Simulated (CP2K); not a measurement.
Runs of CP2K 2026.2 on CaO. Symmetry: Fm-3m, No. 225, cubic system. Conventional cell: a = 4.807 Å, b = 4.807 Å, c = 4.807 Å, α = 90.00°, β = 90.00°, γ = 90.00°. Around Ca (site symmetry m-3m) lie 6 O at 2.40 Å. Around O (site symmetry m-3m) lie 6 Ca at 2.40 Å. The cell is a database's computed one.

| task | level | potentials or basis | smearing | EPS_DEFAULT | NGRIDS | points a segment of the path (NPOINTS) | bands added on the path | CUTOFF of the grids | gap on the mesh (eV) | pressure (GPa) |
| --- | --- | --- | --- | --- | --- | --- | --- | --- | --- | --- |
| band structure | PBEsol | POTENTIAL_UZH Ca GTH-PBE-q10, O GTH-PBE-q6; TZVP-MOLOPT-PBE-GTH basis | fermi-dirac 0.01 eV | 1.0E-9 | 5 | 10 | 6 | 600 Ry | 3.70 | -1.3 |
| band structure | PBE | POTENTIAL_UZH Ca GTH-PBE-q10, O GTH-PBE-q6; TZVP-MOLOPT-PBE-GTH basis | fermi-dirac 0.05 eV | 1.0E-10 | 4 | 6 | 2 | 600 Ry | 3.76 | 2.6 |
| band structure | TB-mBJ | POTENTIAL_UZH Ca GTH-PBE-q10, O GTH-PBE-q6; TZVP-MOLOPT-PBE-GTH basis | fermi-dirac 0.01 eV | 1.0E-9 | 5 | 10 | 4 | 850 Ry | (a) | - |
| band structure | r2SCAN | POTENTIAL_UZH Ca GTH-SCAN-q10, O GTH-SCAN-q6; TZVP-MOLOPT-SCAN-GTH basis | fermi-dirac 0.1 eV | 1.0E-9 | 4 | 10 | 4 | 850 Ry | 4.23 | -0.1 |
| band structure | LDA | GTH_POTENTIALS Ca GTH-PADE-q10, O GTH-PADE-q6; TZVP-MOLOPT-PBE-GTH basis | fermi-dirac 0.05 eV | 1.0E-9 | 4 | 10 | 2 | 600 Ry | (b) | -6.2 |

Alike in all rows: no spin polarisation; cell as given; k mesh 10 × 10 × 10.

Q: Fill in the values left out.

A: (a) 4.02; (b) 3.59.

Caveats: the basis of atomic orbitals isn't converged, which shifts pressures, moduli and gaps; the potentials were made for another functional, which shifts forces and pressure (some runs); this is a model potential without an energy functional, so only levels have meaning (some runs).

